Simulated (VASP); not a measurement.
Input of a VASP 6.6.1 run:

Contents of INCAR:

```
SYSTEM = GaP
  PREC = Accurate
  ENCUT = 520
  EDIFF = 1E-7
  ISMEAR = 0
  SIGMA = 0.02
  LREAL = .FALSE.
  LASPH = .TRUE.
  NELM = 100
  ALGO = Fast
  ISIF = 2
  LWAVE = .FALSE.
  LCHARG = .TRUE.
  GGA = PS
  LELF = .TRUE.
  LVHAR = .TRUE.
  NBANDS = 16
```

The input KPOINTS:

```
Automatic mesh
0
G
  8 8 8
  0 0 0
```

Contents of POSCAR:

```
GaP
1.0
    0.0000000000      2.7090277513      2.7600132171
    2.7090277513      0.0000000000      2.7600132171
    2.7090277513      2.7090277513      0.0000000000
Ga P
1 1
Direct
    0.0000000000      0.0000000000      0.0000000000
    0.2500000000      0.2500000000      0.2500000000
```

Potentials or basis: VASP PAW PBE potentials, release 64 (Ga_d, P).

The run is started by

```console
$ cat potpaw_PBE.64/Ga_d/POTCAR potpaw_PBE.64/P/POTCAR > POTCAR
$ mpirun -np 1 vasp_std > vasp.out
```

**Question.** Estimate the pressure.

**Answer.** -0.7 GPa.

**Question.** Predict the band gap on the k mesh.

**Answer.** 1.43 eV, indirect (least direct gap 1.71 eV).

Stress tensor (GPa, compression positive):
```
-0.18  0.00  0.00
 0.00 -0.18  0.00
 0.00  0.00 -1.62
```

Caveat: the PAW data sets were made with another functional, which shifts forces and pressure a little. A k mesh can miss the band edges.
